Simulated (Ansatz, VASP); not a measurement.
**Two plane-wave programs on KI**

INCAR

```
SYSTEM = KI
PREC = Accurate
ENCUT = 600
EDIFF = 1E-6
ISMEAR = -1
SIGMA = 0.05
LREAL = .FALSE.
LASPH = .TRUE.
NELM = 80
ALGO = Normal
ISIF = 3
LWAVE = .FALSE.
LCHARG = .FALSE.
METAGGA = R2SCAN
LMIXTAU = .TRUE.
IBRION = 2
NSW = 40
EDIFFG = -0.005
```

KPOINTS

```
regular mesh
0
G
  7 7 7
  0 0 0
```

File POSCAR:

```
KI
1.0
    0.0000000000      3.5327750000      3.5327750000
    3.5327750000      0.0000000000      3.5327750000
    3.5327750000      3.5327750000      0.0000000000
I K
1 1
Direct
    0.5000000000      0.5000000000      0.5000000000
    0.0000000000      0.0000000000      0.0000000000
```

The input input.yaml:

```yaml
crystal:
  lattice:
    - [0.0, 3.532775, 3.532775]
    - [3.532775, 0.0, 3.532775]
    - [3.532775, 3.532775, 0.0]
  atoms:
    - { symbol: I, position: [0.5, 0.5, 0.5] }
    - { symbol: K, position: [0.0, 0.0, 0.0] }
hamiltonian:
  xc: r2scan
  pseudopotentials: { kind: paw }
kpoints:
  mp_grid: { grid: [7, 7, 7] }
scf:
  occupations: { method: fermi_dirac, width: 0.05 }
output:
  forces: true
  stress: true
  eigenvalues: true
relax:
  f_tol: 0.01
  max_steps: 40
  cell: { stress_tol: 0.05 }
```

Alike in both runs: task relaxation of cell and atoms; functional r2SCAN; k mesh 7 × 7 × 7; occupations fermi-dirac, width 0.05 eV; no spin polarisation.

```csv
,VASP,Ansatz
version,VASP 6.6.1,Ansatz 0.2.0
potentials or method,"VASP PAW PBE potentials, release 64 (I, K_sv)",Ansatz PAW
plane-wave cutoff (eV),600,500
valence electrons in the cell,16,26
```

```tsv
	VASP	Ansatz	Ansatz less VASP
gap on the k mesh at the Fermi level, each at its own relaxed structure (eV)	4.58	4.58	+0.006
relaxed volume (Å³/atom)	44.65	44.59	-0.059
relaxed cell length with the largest relative difference (Å)	5.017	5.015	-0.0022
```

The two sets of potentials don't hold the same shells in valence.

Caveats: spin-orbit coupling is left out, which moves the levels of the heavy elements; the PAW data sets were made with another functional, which shifts forces and pressure a little (VASP); an odd mesh through Γ misses points on the zone boundary, where band edges often lie (VASP); odd divisions of the mesh miss points on the zone boundary, where band edges often lie, so the gap on the mesh can be too wide (Ansatz); the plane-wave basis is chosen anew once the cell has moved, so the energies of steps on either side of that aren't comparable (Ansatz); the PAW data sets come from PBE, with cores solved anew for the run's functional, which leaves a small shift of forces and pressure (Ansatz). Zero-point motion and thermal expansion aren't in these numbers.
